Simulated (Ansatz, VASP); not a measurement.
**One calculation of Hf, two programs**

```
CELL_PARAMETERS angstrom
-1.80500 1.80500 1.80500
1.80500 -1.80500 1.80500
1.80500 1.80500 -1.80500
ATOMIC_POSITIONS crystal
Hf 0.00000 0.00000 0.00000
```

This isn't the form of Hf at room conditions, which is hcp.

Alike in both runs: task single point; functional PBE; k mesh 20 × 20 × 20; occupations gaussian, width 0.15 eV; no spin polarisation.

|  | VASP | Ansatz |
| --- | --- | --- |
| version | VASP 6.6.1 | Ansatz 0.2.0 |
| potentials or method | VASP PAW PBE potentials, release 64 (Hf_pv) | scalar-relativistic, plane waves, PAW |
| plane-wave cutoff (eV) | 520 | 420 |
| valence electrons in the cell | 10 | 26 |

|  | VASP | Ansatz | Ansatz less VASP |
| --- | --- | --- | --- |
| gap on the k mesh at the Fermi level (eV) | none | none | - |
| pressure (GPa) | -5.2 | -4.9 | +0.36 |

A gap of «none» marks a metal or a gap that the smearing closes. The two sets of potentials don't hold the same shells in valence.

Spin-orbit coupling is left out, which matters for the levels of Hf.
